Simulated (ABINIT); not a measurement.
GaSb, 2 atoms in the cell. The structure is tetragonal, space group I-4m2 (No. 119). The conventional cell has a = 5.507 Å, b = 5.507 Å, c = 3.181 Å, α = 90.00°, β = 90.00°, γ = 90.00°. Around Sb (site symmetry -4m2) lie 4 Ga at 2.87 Å and 2 Sb at 3.18 Å. Ga (site symmetry -4m2) is surrounded by 4 Sb at 2.87 Å and 2 Ga at 3.18 Å. Measurements of this composition are mostly on another form, of space group No. 216.

| Quantity | Value |
| --- | --- |
| Program | ABINIT 10.8.3 (patched build) |
| Task | band structure |
| Functional | PBEsol |
| Potentials or basis | JTH PAW PBE v2.0 |
| Cutoff | 544 eV |
| k mesh | 10 × 10 × 10 |
| Occupations | fermi-dirac, width 0.05 eV |
| Spin | no spin polarisation |
| Fine-grid cutoff | 1088.46 eV |

Potentials or basis: JTH PAW PBE v2.0.

Command:

```console
$ abinit run.abi > log 2>&1
```

Hardware: 1 thread of Arm Neoverse V1 (shared host).

Problem. How long does it take, and how much memory?

Solution. Wall time 2.1 min on 1 thread of Arm Neoverse V1, on a shared host, peak memory 0.18 GiB. Counts: scf iterations 10, mpi ranks 1, k points 102, bands 18, plane waves 1410.
